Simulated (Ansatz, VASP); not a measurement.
# ZrC: VASP beside Ansatz

```xyz
2
Lattice="2.9229 0.0000 0.0000 0.0000 2.9229 0.0000 0.0000 0.0000 2.9229" Properties=species:S:1:pos:R:3 pbc="T T T"
Zr    1.4614    1.4614    1.4614
C     0.0000    0.0000    0.0000
```

Alike in both runs: task single point; functional PBE; k mesh 6 × 6 × 6; occupations gaussian, width 0.1 eV; collinear spin.

```csv
,VASP,Ansatz
version,VASP 6.6.1,Ansatz 0.2.0
potentials or method,"VASP PAW PBE potentials, release 64 (Zr_sv, C)","scalar-relativistic, plane waves, PAW"
plane-wave cutoff (eV),520,420
valence electrons in the cell,16,16
```

VASP gave:

| Item | Value |
| --- | --- |
| gap on the k mesh at the Fermi level (eV) | none |
| pressure (GPa) | 0.0 |
| net moment per atom (μB) | 0.02 |

**Question.** What did Ansatz give for the same quantities?

**Answer.** gap on the k mesh at the Fermi level (eV): none; pressure (GPa): -0.2; net moment per atom (μB): 0.02.

A gap of «none» marks a metal or a gap that the smearing closes. With one functional, cell and mesh, what is left measures potentials, basis and numerics. Ansatz warned: «seeded_moment_not_kept».
